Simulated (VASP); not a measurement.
# Ti (Fm-3m) in VASP: notebook

One crystal, Ti, is run at these levels: PBE; tasks: relaxation of cell and atoms.

All numbers are computed with VASP 6.6.1; they aren't measurements. Logs are shortened: lines on timing, memory, paths and dates and some standing lists are left out, and cuts for length are marked.

### Step 1. The crystal as given

Symmetry: Fm-3m, No. 225, cubic system. The conventional cell has a = 4.060 Å, b = 4.060 Å, c = 4.060 Å, α = 90.00°, β = 90.00°, γ = 90.00°. Around Ti (site symmetry m-3m) lie 12 Ti at 2.87 Å.

This isn't the form of Ti at room conditions, which is hcp.

### Step 2. Relaxation of cell and atoms, PBE

INCAR reads:

```
SYSTEM = Ti
PREC     = Accurate       ! precision mode
ENCUT    = 520            ! plane-wave cutoff, eV
EDIFF    = 1E-6           ! SCF threshold, eV
ISMEAR   = 0              ! smearing method
SIGMA    = 0.1            ! smearing width, eV
LREAL    = .False.        ! projectors in reciprocal space
LASPH    = .True.         ! aspherical terms in the spheres
NELM     = 120            ! most SCF steps
ALGO     = Normal         ! electronic algorithm
ISIF     = 3              ! what is computed and relaxed
LWAVE    = .False.        ! write WAVECAR
LCHARG   = .False.        ! write CHGCAR
GGA      = PE             ! functional
IBRION   = 2              ! ionic algorithm
NSW      = 90             ! ionic steps
EDIFFG   = -0.01          ! ionic threshold
```

KPOINTS reads:

```
Automatic mesh
0
Gamma
  18 18 18
  0 0 0
```

POSCAR reads:

```
Ti
1.0
    0.0000000000      2.0300000000      2.0300000000
    2.0300000000      0.0000000000      2.0300000000
    2.0300000000      2.0300000000      0.0000000000
Ti
1
Direct
    0.0000000000      0.0000000000      0.0000000000
```

Potentials or basis: VASP PAW PBE potentials, release 64 (Ti_sv).

Started as:

```bash
$ cat potpaw_PBE.64/Ti_sv/POTCAR > POTCAR
$ mpirun -np 1 vasp_std > vasp.out
```

OUTCAR:

```text
SYSTEM = Ti
   PREC = Accurate
   ENCUT = 520
   EDIFF = 1E-6
   ISMEAR = 0
   LREAL = .False.
   LASPH = .True.
   NELM = 120
   ISIF = 3
   GGA = PE
   IBRION = 2
   NSW = 90
   EDIFFG = -0.01

 ion  position               nearest neighbor table
   1  0.000  0.000  0.000-

  LATTYP: Found a face centered cubic cell.
 ALAT       =     4.0600000000

  Lattice vectors:

 A1 = (   0.0000000000,   2.0300000000,   2.0300000000)
 A2 = (   2.0300000000,   0.0000000000,   2.0300000000)
 A3 = (   2.0300000000,   2.0300000000,   0.0000000000)

Analysis of symmetry for initial positions (statically):
=====================================================================
 Subroutine PRICEL returns:
 Original cell was already a primitive cell.

 Routine SETGRP: Setting up the symmetry group for a
 face centered cubic supercell.

 Subroutine GETGRP returns: Found 48 space group operations
 (whereof 48 operations were pure point group operations)
 out of a pool of 48 trial point group operations.

The static configuration has the point symmetry O_h .

Analysis of symmetry for dynamics (positions and initial velocities):
=====================================================================
 Subroutine PRICEL returns:
 Original cell was already a primitive cell.

 Routine SETGRP: Setting up the symmetry group for a
 face centered cubic supercell.

 Subroutine GETGRP returns: Found 48 space group operations
 (whereof 48 operations were pure point group operations)
 out of a pool of 48 trial point group operations.

The dynamic configuration has the point symmetry O_h .

 Subroutine INISYM returns: Found 48 space group operations
 (whereof 48 operations are pure point group operations),
 and found     1 'primitive' translations

----------------------------------------------------------------------------------------

                                     Primitive cell

  volume of cell :      16.7309

  direct lattice vectors                    reciprocal lattice vectors
     0.000000000  2.030000000  2.030000000    -0.246305419  0.246305419  0.246305419
     2.030000000  0.000000000  2.030000000     0.246305419 -0.246305419  0.246305419
     2.030000000  2.030000000  0.000000000     0.246305419  0.246305419 -0.246305419

  length of vectors
     2.870853532  2.870853532  2.870853532     0.426613499  0.426613499  0.426613499

  position of ions in fractional coordinates (direct lattice)
     0.000000000  0.000000000  0.000000000

  ion indices of the primitive-cell ions
   primitive index   ion index
                 1           1

----------------------------------------------------------------------------------------

 KPOINTS: Automatic mesh

Automatic generation of k-mesh.
 Grid dimensions read from file:
 generate k-points for:   18   18   18

 Generating k-lattice:

  Cartesian coordinates                     Fractional coordinates (reciprocal lattice)
    -0.013683634  0.013683634  0.013683634     0.055555556  0.000000000  0.000000000
     0.013683634 -0.013683634  0.013683634     0.000000000  0.055555556  0.000000000
     0.013683634  0.013683634 -0.013683634     0.000000000  0.000000000  0.055555556

  Length of vectors
     0.023700750  0.023700750  0.023700750

  Shift w.r.t. Gamma in fractional coordinates (k-lattice)
     0.000000000  0.000000000  0.000000000

 Subroutine IBZKPT returns following result:
 ===========================================

 Found    195 irreducible k-points:

 Following reciprocal coordinates:
            Coordinates               Weight
  0.000000  0.000000  0.000000      1.000000
  0.055556  0.000000  0.000000      8.000000
  0.111111  0.000000  0.000000      8.000000
  0.166667  0.000000  0.000000      8.000000
  0.222222  0.000000  0.000000      8.000000
  0.277778  0.000000  0.000000      8.000000
[... 16 lines left out ...]
 -0.277778  0.055556  0.000000     24.000000
 -0.222222  0.055556  0.000000     24.000000
 [... further k-points ...]
   k-points           NKPTS =    195   k-points in BZ     NKDIM =    195   number of bands    NBANDS=     10
   number of dos      NEDOS =    301   number of ions     NIONS =      1
   total plane-waves  NPLWV =  13824
   dimension x,y,z NGX =    24 NGY =   24 NGZ =   24
   dimension x,y,z NGXF=    48 NGYF=   48 NGZF=   48
   ions per type =               1
   NGX,Y,Z   is equivalent  to a cutoff of  13.90, 13.90, 13.90 a.u.
   NGXF,Y,Z  is equivalent  to a cutoff of  27.80, 27.80, 27.80 a.u.
 SYSTEM =  Ti
   PREC   = accura    normal or accurate (medium, high low for compatibility)
   ISTART =      0    job   : 0-new  1-cont  2-samecut
   ICHARG =      2    charge: 1-file 2-atom 10-const
   ISPIN  =      1    spin polarized calculation?
   LNONCOLLINEAR =      F non collinear calculations
   LSORBIT =      F    spin-orbit coupling
   LASPH  =      T    aspherical Exc in radial PAW
   ENCUT  =  520.0 eV  38.22 Ry    6.18 a.u.   5.34  5.34  5.34*2*pi/ulx,y,z
   NELM   =    120;   NELMIN=  2; NELMDL= -5     # of ELM steps
   EDIFF  = 0.1E-05   stopping-criterion for ELM
   LREAL  =      F    real-space projection
   EDIFFG = -.1E-01   stopping-criterion for IOM
   NSW    =     90    number of steps for IOM
   IBRION =      2    ionic relax: 0-MD 1-quasi-New 2-CG
   NFREE  =      1    steps in history (QN), initial steepest desc. (CG)
   ISIF   =      3    stress and relaxation
   ISYM   =      2    0-nonsym 1-usesym 2-fastsym
   POTIM  = 0.5000    time-step for ionic-motion
   TEBEG  =    0.0;   TEEND  =   0.0 temperature during run
   PSTRESS=    0.0 pullay stress
   NELECT =      12.0000    total number of electrons
   NUPDOWN=      -1.0000    fix difference up-down
   EMIN   =  10.00;   EMAX   =-10.00  energy-range for DOS
   EFERMI =   0.00;   METHOD = LEGACY
   ISMEAR =     0;   SIGMA  =   0.10  broadening in eV -4-tet -1-fermi 0-gaus
   EFERMI_NEDOS =   21; number of points for ismear=-14 and -15
   IALGO  =     38    algorithm
   IMIX   =      4    mixing-type and parameters
     AMIX     =   0.40;   BMIX     =  1.00
     AMIX_MAG =   1.60;   BMIX_MAG =  1.00
  volume/ion in A,a.u.               =      16.73       112.91
  Fermi-wavevector in a.u.,A,eV,Ry     =   1.465421  2.769245 29.217967  2.147460
  Thomas-Fermi vector in A             =   2.581280
   LORBIT       =      0    0 simple, 1 ext, 2 COOP (PROOUT), +10 PAW based schemes
   GGA     = PE    functional components
   LHFCALC =     F    Hartree Fock is set to
   AEXX    =    0.0000 exact exchange contribution
   IVDW    =     0    specifies the selected vdW correction
   LEPSILON=     F    determine dielectric tensor
   LRPA    =     F    only Hartree local field effects (RPA)
 conjugate gradient relaxation of ions
 non-spin polarized calculation
 Gauss-broadening in eV      SIGMA  =   0.10
  energy-cutoff  :      520.00
  volume of cell :       16.73
 maximum number of plane-waves:       465
 NGX is ok and might be reduce to    24
   NGX = 11   NGY = 11   NGZ = 11

--------------------------------------- Ionic step        1  -------------------------------------------

 number of electron      12.0000002 magnetization

 Free energy of the ion-electron system (eV)
  ---------------------------------------------------
  ext. energy  EPLUGINS =         0.00000000
  ---------------------------------------------------
  free energy    TOTEN  =        -7.77434328 eV

  energy without entropy =       -7.76582704  energy(sigma->0) =       -7.77008516

------------------------ aborting loop because EDIFF is reached ----------------------------------------

  FORCE on cell =-STRESS in cart. coord.  units (eV):
  Direction    XX          YY          ZZ          XY          YZ          ZX
  --------------------------------------------------------------------------------------
  -------------------------------------------------------------------------------------
  Total        0.4242953      0.4242953      0.4242953      0.0000000      0.0000000      0.0000000
  in kB       40.6313015     40.6313015     40.6313015      0.0000000      0.0000000      0.0000000
  external PRESSURE =      40.6313015 kB  Pullay stress =       0.0000000 kB
[... 55 lines left out ...]
  energy  without entropy=       -7.7691106246  energy(sigma->0) =       -7.77361450

--------------------------------------- Ionic step        3  -------------------------------------------

 number of electron      12.0000002 magnetization

 Free energy of the ion-electron system (eV)
  ---------------------------------------------------
  ext. energy  EPLUGINS =         0.00000000
  ---------------------------------------------------
  free energy    TOTEN  =        -7.78180034 eV

  energy without entropy =       -7.77299218  energy(sigma->0) =       -7.77739626

 E-fermi :   8.2405     XC(G=0): -11.5075

 val. band max:        8.2366979455   @ k =  -0.3889   0.3889   0.1667
 cond. band min:       8.2496733864   @ k =   0.2778   0.0000   0.0000
 fundamental gap:      0.0129754410
 Fermi energy:         8.2404907702

 k-point     1 :       0.0000    0.0000    0.0000
  band No.  band energies     occupation
      1     -48.4674      2.00000
      2     -24.3247      2.00000
      3     -24.3247      2.00000
      4     -24.3247      2.00000
      5       2.1394      2.00000
      6       9.1158      0.00000
      7       9.1158      0.00000
      8       9.1158      0.00000
      9      10.7508      0.00000
     10      10.7508      0.00000
[... 287 lines left out ...]
 k-point    24 :      -0.2222    0.0556    0.0000
  band No.  band energies     occupation
      1     -48.4074      2.00000
      2     -24.6491      2.00000
      3     -24.3874      2.00000
      4     -24.3586      2.00000
      5       3.8971      2.00000
      6       8.3023      0.38226
      7       9.3473      0.00000
      8       9.4471      0.00000
      9      10.5543      0.00000
     10      11.0345      0.00000

 [... further k-points ...]

------------------------ aborting loop because EDIFF is reached ----------------------------------------

  FORCE on cell =-STRESS in cart. coord.  units (eV):
  Direction    XX          YY          ZZ          XY          YZ          ZX
  --------------------------------------------------------------------------------------
  -------------------------------------------------------------------------------------
  Total       -0.0034791     -0.0034791     -0.0034791      0.0000000      0.0000000     -0.0000000
  in kB       -0.3215318     -0.3215318     -0.3215318      0.0000000      0.0000000     -0.0000000
  external PRESSURE =      -0.3215318 kB  Pullay stress =       0.0000000 kB
[... 16 lines left out ...]
  FREE ENERGIE OF THE ION-ELECTRON SYSTEM (eV)
  ---------------------------------------------------
  free  energy   TOTEN  =        -7.7818003390 eV

  energy  without entropy=       -7.7729921832  energy(sigma->0) =       -7.77739626

 reached required accuracy - stopping structural energy minimisation
```

Wall time 42 s (1 thread of Intel Xeon Platinum 8375C at 2.90GHz (Ice Lake), shared host); peak memory 0.17 GiB.

Results:

```yaml
Free_energy: -7.7818 eV
Relaxed_volume: 17.34 Å³/atom
Relaxed_cell: a = 2.905 Å, b = 2.905 Å, c = 2.905 Å, α = 60.00°, β = 60.00°, γ = 60.00°
Space_group_after_relaxing_to_0.05_Å: Fm-3m (No. 225)
Energy_gained_by_relaxing: 7.5 meV/atom
Ionic_steps: 3
Pressure_after_relaxing: 0.0 GPa
Band_gap_on_the_k_mesh: none (metal or under the smearing width)
```

The path:
```csv
step,energy change (eV),largest force (eV/Å),pressure (GPa),volume (Å³)
1,0.0000,0.0000,4.06,16.73
2,-0.0038,0.0000,-2.61,17.78
3,-0.0075,0.0000,-0.03,17.34
```

Final structure:
```
Ti
1.0
     0.00000    2.05420    2.05420
     2.05420    0.00000    2.05420
     2.05420    2.05420    0.00000
Ti
1
Direct
  0.00000 0.00000 0.00000
```

### Step 3. Relaxation of cell and atoms, PBE

This run uses another cell than the first one, of 17.34 Å³/atom, 1.036 times its volume.

Edit INCAR of step 2 so:

```diff
@@ -3,3 +3,3 @@
 ENCUT    = 520            ! plane-wave cutoff, eV
-EDIFF    = 1E-6           ! SCF threshold, eV
+EDIFF    = 1E-7           ! SCF threshold, eV
 ISMEAR   = 0              ! smearing method
@@ -15,3 +15,4 @@
 IBRION   = 2              ! ionic algorithm
-NSW      = 90             ! ionic steps
-EDIFFG   = -0.01          ! ionic threshold
+NSW      = 60             ! ionic steps
+EDIFFG   = -0.005         ! ionic threshold
+POTIM    = 0.3            ! step
```

KPOINTS is that of step 2.

POSCAR reads:

```
Ti                                      
1.0
    0.0000000000      2.0541967197      2.0541967197
    2.0541967197      0.0000000000      2.0541967197
    2.0541967197      2.0541967197      0.0000000000
  Ti            
     1
Direct
     0.0000000000000000    0.0000000000000000    0.0000000000000000
```

Potentials or basis: VASP PAW PBE potentials, release 64 (Ti_sv).

Started as:

```bash
$ cat potpaw_PBE.64/Ti_sv/POTCAR > POTCAR
$ mpirun -np 1 vasp_std > vasp.out
```

Wall time 20 s (1 thread of Intel Xeon Platinum 8375C at 2.90GHz (Ice Lake), shared host); peak memory 0.16 GiB.

Results (log left out):

```yaml
Free_energy: -7.7821 eV
Pressure_after_relaxing: 0.0 GPa
Band_gap_on_the_k_mesh: none (metal or under the smearing width)
```

Final structure:
```xyz
1
Lattice="0.0000 2.0542 2.0542 2.0542 0.0000 2.0542 2.0542 2.0542 0.0000" Properties=species:S:1:pos:R:3 pbc="T T T"
Ti    0.0000    0.0000    0.0000
```

Levels at points of the mesh, in eV from the Fermi level:
```tsv
k point	band 3	band 4	band 5	band 6	band 7	band 8	band 9	band 10
(0.00, 0.00, 0.00)	-32.57	-32.57	-6.10	0.88	0.88	0.88	2.51	2.51
(0.50, 0.00, 0.00)	-32.65	-32.65	-2.59	0.64	0.76	0.76	3.58	3.58
(0.50, 0.50, 0.00)	-32.80	-32.80	-2.58	-1.71	2.85	3.57	3.85	3.85
```

Caveat: the relaxation stopped at its first step, so nothing moved.
